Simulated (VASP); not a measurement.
# Ge: training a machine-learned force field on the fly

Ge, Fd-3m (no. 227), 32 atoms in the cell. PBE, on-the-fly training of a machine-learned force field; PAW potentials Ge (PBE set).

Ensemble: NpT; Target temperature (K): 210; Final target temperature (K): 910.

## Input

INCAR.step1:
```
SYSTEM = Ge
ALGO = Normal ; EDIFF = 1E-5
ENCUT = 260 ; GGA = PE
IBRION = 0 ; ISIF = 3
ISMEAR = 0 ; ISYM = 0
KPAR = 4 ; LANGEVIN_GAMMA = 10
LANGEVIN_GAMMA_L = 10 ; LASPH = .TRUE.
LCHARG = .FALSE. ; LREAL = Auto
LWAVE = .FALSE. ; MDALGO = 3
ML_LMLFF = .TRUE. ; ML_MODE = train
NCORE = 2 ; NELM = 60
NSW = 4000 ; PMASS = 100
POTIM = 3.0 ; PREC = Normal
RANDOM_SEED = 459813 0 0 ; SIGMA = 0.05
TEBEG = 210 ; TEEND = 910
```

INCAR.step2:
```
SYSTEM = Ge
ALGO = Normal ; EDIFF = 1E-5
ENCUT = 260 ; GGA = PE
ISMEAR = 0 ; ISYM = 0
KPAR = 4 ; LASPH = .TRUE.
LCHARG = .FALSE. ; LREAL = Auto
LWAVE = .FALSE. ; ML_LMLFF = .TRUE.
ML_MODE = refit ; NCORE = 2
NELM = 60 ; PREC = Normal
SIGMA = 0.05
```

KPOINTS:
```
k-points
0
Monkhorst-Pack
  2 2 2
```

POSCAR:
```
Ge
1.0
    0.0000000000      5.6578200000      5.6578200000
    5.6578200000      0.0000000000      5.6578200000
   11.3156400000     11.3156400000      0.0000000000
Ge
32
Direct
    0.3750000000      0.3750000000      0.1875000000
    0.3750000000      0.3750000000      0.4375000000
    0.3750000000      0.3750000000      0.6875000000
    0.3750000000      0.3750000000      0.9375000000
    0.3750000000      0.8750000000      0.1875000000
    0.3750000000      0.8750000000      0.4375000000
    0.3750000000      0.8750000000      0.6875000000
    0.3750000000      0.8750000000      0.9375000000
    0.8750000000      0.3750000000      0.1875000000
    0.8750000000      0.3750000000      0.4375000000
    0.8750000000      0.3750000000      0.6875000000
    0.8750000000      0.3750000000      0.9375000000
    0.8750000000      0.8750000000      0.1875000000
    0.8750000000      0.8750000000      0.4375000000
    0.8750000000      0.8750000000      0.6875000000
    0.8750000000      0.8750000000      0.9375000000
    0.2500000000      0.2500000000      0.1250000000
    0.2500000000      0.2500000000      0.3750000000
    0.2500000000      0.2500000000      0.6250000000
    0.2500000000      0.2500000000      0.8750000000
    0.2500000000      0.7500000000      0.1250000000
    0.2500000000      0.7500000000      0.3750000000
    0.2500000000      0.7500000000      0.6250000000
    0.2500000000      0.7500000000      0.8750000000
    0.7500000000      0.2500000000      0.1250000000
    0.7500000000      0.2500000000      0.3750000000
    0.7500000000      0.2500000000      0.6250000000
    0.7500000000      0.2500000000      0.8750000000
    0.7500000000      0.7500000000      0.1250000000
    0.7500000000      0.7500000000      0.3750000000
    0.7500000000      0.7500000000      0.6250000000
    0.7500000000      0.7500000000      0.8750000000
```

Commands (each step's output is kept before the next begins):
```
cat potpaw_PBE.64/Ge/POTCAR > POTCAR
cp INCAR.step1 INCAR
mpirun -np 8 vasp_std > vasp.out
cp ML_ABN ../ML_AB1
cp ML_FFN ../ML_FFB
cp ML_ABN ML_AB
cp INCAR.step2 INCAR
mpirun -np 8 vasp_std > vasp.out
cp ML_FFN ../ML_FF
```

## Result

- Force error on the training data (eV/Å): 0.0485
- Energy error on the training data (eV/atom): 0.00117
- Steps with first-principles forces: 168
- Steps in all: 4000

Stages of the training:

| From (K) | To (K) | Steps | With first-principles forces | Force error (eV/Å) |
|---|---|---|---|---|
| 210 | 910 | 4000 | 168 | 0.0511 |

The force field was trained in 4000 steps, 168 of them with a first-principles calculation.

VASP 6.6.1 took 2980 s on 8 cores (AMD EPYC 9R45 (Zen 5)), a shared host.
